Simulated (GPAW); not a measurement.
Crystal: GaN.

```
Ga N
1.0
     3.18000    0.00000    0.00000
    -1.59000    2.75396    0.00000
     0.00000    0.00000    5.16600
Ga N
2 2
Direct
  0.66667 0.33333 0.50000
  0.33333 0.66667 0.00000
  0.66667 0.33333 0.87500
  0.33333 0.66667 0.37500
```

* Program: GPAW 26.7.0
* Task: relaxation of cell and atoms
* Functional: RPBE
* Potentials or basis: the program's PAW data sets (release 1.2.1) made for this functional
* Cutoff: 800 eV
* Basis: pw
* k mesh: 7 × 7 × 4
* Occupations: fermi-dirac, width 0.05 eV
* Spin: no spin polarisation

At the start: pressure 19.6 GPa; volume 11.31 Å³/atom.

Question: How do energy, volume and symmetry change on relaxing?

Answer: Over 7 steps the energy falls by 64.9 meV/atom and the volume is 12.39 Å³/atom (+9.6 %); space group P6_3mc (No. 186, to 0.05 Å).

Step by step:
| step | energy change (eV) | largest force (eV/Å) | pressure (GPa) | volume (Å³) |
| --- | --- | --- | --- | --- |
| 1 | 0.0000 | 0.1869 | 19.58 | 45.24 |
| 2 | -0.0788 | 0.0849 | 15.84 | 45.92 |
| 3 | -0.2540 | 0.1080 | 1.90 | 49.04 |
| 4 | -0.2589 | 0.0779 | 0.28 | 49.49 |
| 5 | -0.2596 | 0.0413 | -0.06 | 49.58 |
| 6 | -0.2598 | 0.0080 | -0.09 | 49.59 |
| 7 | -0.2598 | 0.0004 | -0.02 | 49.57 |

Final structure:
```
Ga N
1.0
     3.27742    0.00000    0.00000
    -1.63871    2.83833    0.00000
     0.00000    0.00000    5.32897
Ga N
2 2
Direct
  0.66667 0.33333 0.49894
  0.33333 0.66667 0.99894
  0.66667 0.33333 0.87605
  0.33333 0.66667 0.37604
```

Caveat: the data sets keep Ga 3d, Li 1s and Be 1s frozen, and some such compounds lay over 1.5 % in volume off other programs; later steps reuse the first step's grids.
